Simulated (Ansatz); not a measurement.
**V: what the smearing changes**

The task here is to estimate one member of a computed series from the others.

Program: Ansatz 0.2.0. Level of theory: DFT, PBE, all-electron LAPW, scalar-relativistic. These are calculated values, not measurements.

2 further runs of the same task are left out: 1 that didn't finish, 1 set aside as unsound or not needed.

## Starting point

The structure is cubic, space group Pm-3m (No. 221). The conventional cell has a = 2.449 Å, b = 2.449 Å, c = 2.449 Å, α = 90.00°, β = 90.00°, γ = 90.00°. V (site symmetry m-3m) has 6 V at 2.45 Å as nearest neighbours.

Structure file:

```cif
data_structure
_symmetry_space_group_name_H-M 'Pm-3m'
_symmetry_Int_Tables_number 221
_cell_length_a 2.4488
_cell_length_b 2.4488
_cell_length_c 2.4488
_cell_angle_alpha 90.000
_cell_angle_beta 90.000
_cell_angle_gamma 90.000
_cell_volume 14.68
loop_
_atom_site_label
_atom_site_type_symbol
_atom_site_symmetry_multiplicity
_atom_site_Wyckoff_symbol
_atom_site_fract_x
_atom_site_fract_y
_atom_site_fract_z
_atom_site_occupancy
V1 V 1 a 0.00000 0.00000 0.00000 1
```

The file gives the conventional cell by its symmetry; the runs use the cell typed in the input.

The structure (sc type) was typed from a prototype and relaxed by PAW; whether it is the ground state wasn't tested.

The first run:

input.yaml

```yaml
crystal:
  lattice:
    - [2.4487986509, 0.0, 0.0]
    - [0.0, 2.4487986509, 0.0]
    - [0.0, 0.0, 2.4487986509]
  atoms:
    - { symbol: V, position: [0.0, 0.0, 0.0], spin: 1.5 }
magnetization:
  spin_polarized: true
kpoints:
  mp_grid: { grid: [14, 14, 14] }
scf:
  occupations: { method: fermi_dirac, width: 0.15 }
hamiltonian:
  xc: pbe
  pseudopotentials: { kind: all_electron, lapw: { basis_error: 0.0005 } }
output:
  forces: true
  stress: true
  eigenvalues: true
```

On the command line:

```bash
$ ansatz run input.yaml --threads 1 --pin off --max-ram 3072MiB --backend cpu --events-out ev --progress --plain --runs-dir out
```

Among the steps run: With Fermi–Dirac smearing of 0.15 eV; With Fermi–Dirac smearing of 0.01 eV; With Gaussian smearing of 0.2 eV; With cold smearing of 0.15 eV; With tetrahedron filling.

One table of the session follows, with a row left open; its other results are not shown here.

```
                       smearing  energy from the first row (meV/atom)
Fermi–Dirac smearing of 0.15 eV                                  0.00
Fermi–Dirac smearing of 0.01 eV                                  8.37
    Gaussian smearing of 0.2 eV                                  6.23
       cold smearing of 0.15 eV                                     ?
            tetrahedron filling                                 -0.87
```

Q: Estimate the row for cold smearing of 0.15 eV from the others.

As computed: energy from the first row (meV/atom): 7.56. In the column «energy from the first row (meV/atom)» it lies between Gaussian smearing of 0.2 eV (6.23) and Fermi–Dirac smearing of 0.01 eV (8.37).

Energies are those extrapolated to zero smearing.

Limits of these values: Warnings in the runs' records: seeded moment not kept, stability check not made, band table not solved further, tetrahedron derivatives may miss energy slope.
